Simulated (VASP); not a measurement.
Write the native input for VASP 6.6.1 that does the following.

| Quantity | Value |
| --- | --- |
| Task | relaxation of cell and atoms |
| Functional | PBE |
| Dispersion | D4 |
| Potentials or basis | VASP PAW PBE potentials, release 64 (Mg) |
| Cutoff | 600 eV |
| k mesh | 10 × 10 × 5 |
| Occupations | fermi-dirac, width 0.05 eV |
| Spin | no spin polarisation |
| Further INCAR settings | ALGO = Fast; EDIFF = 1e-06; IBRION = 2; EDIFFG = -0.005; NSW = 60; ISIF = 3 |

The structure of Mg lies in POSCAR:

```
Mg
1.0
    3.2093000000      0.0000000000      0.0000000000
   -1.6046500000      2.7793353284      0.0000000000
    0.0000000000      0.0000000000      5.2103000000
Mg
2
Direct
    0.6666666667      0.3333333333      0.7500000000
    0.3333333333      0.6666666667      0.2500000000
```

The input as run:

INCAR

```
PREC = Accurate
ENCUT = 600
EDIFF = 1E-6
ISMEAR = -1
SIGMA = 0.05
LREAL = F
LASPH = T
NELM = 60
ALGO = Fast
ISIF = 3
LWAVE = F
LCHARG = F
GGA = PE
IVDW = 13
IBRION = 2
NSW = 60
EDIFFG = -0.005
```

KPOINTS

```
regular mesh
0
Gamma
  10 10 5
```

Potentials or basis: VASP PAW PBE potentials, release 64 (Mg).

Launch:

```sh
$ cat potpaw_PBE.64/Mg/POTCAR > POTCAR
$ mpirun -np 1 vasp_std > vasp.out
```

Results of the run:

* Energy gained by relaxing: 2.9 meV/atom
* Ionic steps: 25
* Pressure after relaxing: 0.0 GPa
* Band gap on the k mesh: none (metal or under the smearing width)
* Dispersion energy per atom: -0.161 eV

Caveat: pairwise dispersion overbinds metals, which lowers pressure and volume.

Run time: 2.3 min on 1 thread of AMD EPYC 7R43 64-Core Processor (Zen 3), with other jobs on the host, peak memory 0.15 GiB.
